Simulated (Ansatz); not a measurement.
The system is Sb.

```xyz
1
Lattice="-1.8713 1.8713 1.8713 1.8713 -1.8713 1.8713 1.8713 1.8713 -1.8713" Properties=species:S:1:pos:R:3 pbc="T T T"
Sb    0.0000    0.0000    0.0000
```

This isn't the form of Sb at room conditions, which is rhombohedral.

Base run:

```yaml
Program: Ansatz 0.2.0
Functional: HSE06
Potentials_or_basis: all-electron PAW datasets made for the crystal
Cutoff: 270 eV (chosen from the basis error)
k_mesh: 8 × 8 × 8
Occupations: fermi-dirac, width 0.05 eV
Spin: no spin polarisation
```

Its results: band gap on the k mesh none (metal or under the smearing width); pressure -0.3 GPa.

Question: The run is repeated on the same cell with these changes: functional from HSE06 to PBEsol; cutoff from 270 eV (chosen from the basis error) to 160 eV (chosen from the basis error). What comes out?

Answer: Band gap on the k mesh none (metal or under the smearing width); pressure -1.0 GPa.

Caveats: the k mesh is thin for a metal, which can move the energy by tens of meV per atom; the program warned that the printed levels may be off, so bands, gaps and densities of states are rough (some runs).

The runs don't all hold the same shells in valence.
